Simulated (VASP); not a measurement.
# Hg (I4/mmm) in VASP: a series of runs, part 2 of 2

VASP 6.6.1.

**3. Single point, PBE**

This run uses another cell than the first one, of 27.58 Å³/atom, 0.893 times its volume.

File INCAR:

```
  ALGO = Fast
  EDIFF = 1E-6
  ENCUT = 520
  GGA = PE
  ISIF = 2
  ISMEAR = 0
  LASPH = T
  LCHARG = F
  LREAL = F
  LWAVE = F
  NBANDS = 12
  NELM = 60
  PREC = Accurate
  SIGMA = 0.1
```

File KPOINTS:

```
k-points
0
Gamma
  6 6 6
```

File POSCAR:

```
Hg
1.0
   -1.9930743659      1.9930743659      1.7355379515
    1.9930743659     -1.9930743659      1.7355379515
    1.9930743659      1.9930743659     -1.7355379515
Hg
1
Direct
    0.0000000000      0.0000000000      0.0000000000
```

Potentials or basis: VASP PAW PBE potentials, release 64 (Hg).

Run with:

```sh
cat potpaw_PBE.64/Hg/POTCAR > POTCAR
mpirun -np 1 vasp_std > vasp.out
```

OUTCAR:

```text
EDIFF = 1E-6
   ENCUT = 520
   GGA = PE
   ISIF = 2
   ISMEAR = 0
   LASPH = T
   LREAL = F
   NELM = 60
   PREC = Accurate

 ion  position               nearest neighbor table
   1  0.000  0.000  0.000-

  LATTYP: Found a body centered tetragonal cell.
 ALAT       =     3.9861487318
 C/A-ratio  =     0.8707843426

  Lattice vectors:

 A1 = (  -1.9930743659,   1.9930743659,   1.7355379515)
 A2 = (   1.9930743659,  -1.9930743659,   1.7355379515)
 A3 = (   1.9930743659,   1.9930743659,  -1.7355379515)

Analysis of symmetry for initial positions (statically):
=====================================================================
 Subroutine PRICEL returns:
 Original cell was already a primitive cell.

 Routine SETGRP: Setting up the symmetry group for a
 body centered tetragonal supercell.

 Subroutine GETGRP returns: Found 16 space group operations
 (whereof 16 operations were pure point group operations)
 out of a pool of 16 trial point group operations.

The static configuration has the point symmetry D_4h.

Analysis of symmetry for dynamics (positions and initial velocities):
=====================================================================
 Subroutine PRICEL returns:
 Original cell was already a primitive cell.

 Routine SETGRP: Setting up the symmetry group for a
 body centered tetragonal supercell.

 Subroutine GETGRP returns: Found 16 space group operations
 (whereof 16 operations were pure point group operations)
 out of a pool of 16 trial point group operations.

The dynamic configuration has the point symmetry D_4h.

 Subroutine INISYM returns: Found 16 space group operations
 (whereof 16 operations are pure point group operations),
 and found     1 'primitive' translations

----------------------------------------------------------------------------------------

                                     Primitive cell

  volume of cell :      27.5766
[... 110 lines left out ...]
  Thomas-Fermi vector in A             =   2.375006
   LORBIT       =      0    0 simple, 1 ext, 2 COOP (PROOUT), +10 PAW based schemes
   GGA     = PE    functional components
   LHFCALC =     F    Hartree Fock is set to
   AEXX    =    0.0000 exact exchange contribution
   IVDW    =     0    specifies the selected vdW correction
   LEPSILON=     F    determine dielectric tensor
   LRPA    =     F    only Hartree local field effects (RPA)
 non-spin polarized calculation
 RMM-DIIS sequential band-by-band and
 Gauss-broadening in eV      SIGMA  =   0.10
  energy-cutoff  :      520.00
  volume of cell :       27.58
 maximum number of plane-waves:       766
 NGX is ok and might be reduce to    28
   NGX = 13   NGY = 13   NGZ = 13

 number of electron      12.0000002 magnetization

 Free energy of the ion-electron system (eV)
  ---------------------------------------------------
  ext. energy  EPLUGINS =         0.00000000
  ---------------------------------------------------
  free energy    TOTEN  =        -0.18074941 eV

  energy without entropy =       -0.17933843  energy(sigma->0) =       -0.18004392

 E-fermi :   1.4147     XC(G=0): -10.0180

 val. band max:        1.3840124546   @ k =   0.5000   0.5000   0.1667
 cond. band min:       1.5377343044   @ k =  -0.3333   0.5000   0.3333
 fundamental gap:      0.1537218498
 Fermi energy:         1.4147373072

 k-point     1 :       0.0000    0.0000    0.0000
  band No.  band energies     occupation
      1      -6.2601      2.00000
      2      -5.2301      2.00000
      3      -4.9077      2.00000
      4      -4.9077      2.00000
      5      -4.6340      2.00000
      6      -4.2813      2.00000
      7      14.2179      0.00000
      8      14.2179      0.00000
      9      17.0912      0.00000
     10      17.0912      0.00000
     11      17.2064      0.00000
     12      17.7234      0.00000
[... 331 lines left out ...]
 k-point    24 :      -0.1667   -0.3333    0.1667
  band No.  band energies     occupation
      1      -5.2161      2.00000
      2      -5.1162      2.00000
      3      -4.7543      2.00000
      4      -4.4470      2.00000
      5      -4.3246      2.00000
      6      -1.8215      2.00000
      7       5.4810      0.00000
      8       9.2565      0.00000
      9       9.8430      0.00000
     10      13.5469      0.00000
     11      16.9759      0.00000
     12      17.3950      0.00000

 [... further k-points ...]
[... 5 lines left out ...]
  --------------------------------------------------------------------------------------
  -------------------------------------------------------------------------------------
  Total       -0.0573094     -0.0573094      0.2146892      0.0000000      0.0000000      0.0000000
  in kB       -3.3296241     -3.3296241     12.4732518      0.0000000      0.0000000      0.0000000
  external PRESSURE =       1.9380012 kB  Pullay stress =       0.0000000 kB

 VOLUME and BASIS-vectors are now :
 -----------------------------------------------------------------------------
  energy-cutoff  :      520.00
  volume of cell :       27.58
      direct lattice vectors                 reciprocal lattice vectors
    -1.993074366  1.993074366  1.735537952     0.000000000  0.250868712  0.288095112
     1.993074366 -1.993074366  1.735537952     0.250868712  0.000000000  0.288095112
     1.993074366  1.993074366 -1.735537952     0.250868712  0.250868712  0.000000000

 POSITION                                       TOTAL-FORCE (eV/Angst)
 -----------------------------------------------------------------------------------
      0.00000      0.00000      0.00000        -0.000000      0.000000      0.000000
 -----------------------------------------------------------------------------------
    total drift:                               -0.000000     -0.000000     -0.000000

  FREE ENERGIE OF THE ION-ELECTRON SYSTEM (eV)
  ---------------------------------------------------
  free  energy   TOTEN  =        -0.1807494145 eV

  energy  without entropy=       -0.1793384266  energy(sigma->0) =       -0.18004392
```

OSZICAR:

```text
N       E                     dE             d eps       ncg     rms          rms(c)
DAV:   1     0.728239106593E+02    0.72824E+02   -0.64130E+03   752   0.938E+02
DAV:   2     0.110601962940E+01   -0.71718E+02   -0.67771E+02   800   0.222E+02
DAV:   3    -0.198028109345E+00   -0.13040E+01   -0.13032E+01   860   0.331E+01
DAV:   4    -0.199337215877E+00   -0.13091E-02   -0.13091E-02   796   0.113E+00
DAV:   5    -0.199339084069E+00   -0.18682E-05   -0.18681E-05   844   0.411E-02    0.219E+00
RMM:   6    -0.181283495615E+00    0.18056E-01   -0.33386E-02   724   0.174E+00    0.175E+00
RMM:   7    -0.180519020565E+00    0.76448E-03   -0.48684E-03   751   0.570E-01    0.839E-01
RMM:   8    -0.180719054727E+00   -0.20003E-03   -0.76477E-04   746   0.371E-01    0.471E-02
RMM:   9    -0.180743167774E+00   -0.24113E-04   -0.70698E-05   796   0.807E-02    0.275E-02
RMM:  10    -0.180749671806E+00   -0.65040E-05   -0.21056E-05   767   0.587E-02    0.700E-03
RMM:  11    -0.180749414508E+00    0.25730E-06   -0.17521E-06   555   0.127E-02
   1 F= -.18074941E+00 E0= -.18004392E+00  d E =-.141099E-02
```

stdout:

```text
POSCAR found type information on POSCAR Hg
 POSCAR found :  1 types and       1 ions
 scaLAPACK will be used
 LDA part: xc-table for (Slater+PW92), standard interpolation
 POSCAR, INCAR and KPOINTS ok, starting setup
 FFT: planning ... GRIDC
 FFT: planning ... GRID_SOFT
 FFT: planning ... GRID
 WAVECAR not read
 entering main loop
```

Run time: 8 s. Hardware: 1 thread of Intel Xeon 6975P-C (Granite Rapids), shared host; peak memory 0.15 GiB.

Results:

| Item | Value |
| --- | --- |
| Free energy | -0.1807 eV |
| Pressure | 0.2 GPa |
| Band gap on the k mesh | none (metal or under the smearing width) |

Levels at points of the mesh, in eV from the Fermi level:
```tsv
k point	band 3	band 4	band 5	band 6	band 7	band 8	band 9	band 10
(0.00, 0.00, 0.00)	-6.32	-6.32	-6.05	-5.70	12.80	12.80	15.68	15.68
(0.50, 0.00, 0.00)	-5.89	-5.57	-5.36	-1.03	-0.37	8.26	9.12	12.67
(0.50, 0.50, 0.00)	-6.12	-5.88	-5.38	-1.93	-0.87	10.49	11.57	15.47
(0.50, 0.50, 0.50)	-5.48	-5.48	-5.39	1.92	3.08	3.08	6.12	8.67
```

Caveat: the k mesh is coarse (spacing up to 0.40 Å⁻¹), so the values aren't converged. Spin-orbit coupling is left out, which matters for the levels of Hg.
